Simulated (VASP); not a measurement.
Wanted: the native input for a VASP 6.6.1 run.

```
Task                   : relaxation of cell and atoms
Functional             : PBEsol
Potentials or basis    : VASP PAW PBE potentials, release 64 (I, K_sv)
Cutoff                 : 600 eV
k mesh                 : 7 × 7 × 7
Occupations            : fermi-dirac, width 0.05 eV
Spin                   : no spin polarisation
Further INCAR settings : ALGO = Fast; EDIFF = 1e-06; IBRION = 2; EDIFFG = -0.005; NSW = 40; ISIF = 3
```

The structure of KI lies in POSCAR:

```
KI
1.0
    0.0000000000      3.5327750000      3.5327750000
    3.5327750000      0.0000000000      3.5327750000
    3.5327750000      3.5327750000      0.0000000000
I K
1 1
Direct
    0.5000000000      0.5000000000      0.5000000000
    0.0000000000      0.0000000000      0.0000000000
```

These files were run (other wordings do the same):

INCAR

```
SYSTEM = KI
PREC = Accurate
ENCUT = 600
EDIFF = 1E-6
ISMEAR = -1
SIGMA = 0.05
LREAL = .FALSE.
LASPH = .TRUE.
NELM = 80
ALGO = Fast
ISIF = 3
LWAVE = .FALSE.
LCHARG = .FALSE.
GGA = PS
IBRION = 2
NSW = 40
EDIFFG = -0.005
```

KPOINTS

```
regular mesh
0
G
  7 7 7
  0 0 0
```

Potentials or basis: VASP PAW PBE potentials, release 64 (I, K_sv).

Launch:

```sh
$ cat potpaw_PBE.64/I/POTCAR potpaw_PBE.64/K_sv/POTCAR > POTCAR
$ mpirun -np 1 vasp_std > vasp.out
```

Results of the run:

* Relaxed volume: 43.16 Å³/atom
* Relaxed cell: a = 4.961 Å, b = 4.961 Å, c = 4.961 Å, α = 60.00°, β = 60.00°, γ = 60.00°
* Space group after relaxing (to 0.05 Å): Fm-3m (No. 225)
* Energy gained by relaxing: 0.7 meV/atom
* Ionic steps: 4
* Pressure after relaxing: 0.0 GPa
* Band gap on the k mesh: 3.86 eV, direct

Caveat: the PAW data sets were made with another functional, which shifts forces and pressure a little; spin-orbit coupling is left out, which moves the levels of the heavy elements.

Run time: 82 s on 1 thread of Intel(R) Xeon(R) Platinum 8488C (Sapphire Rapids), on a shared host, peak memory 0.24 GiB.
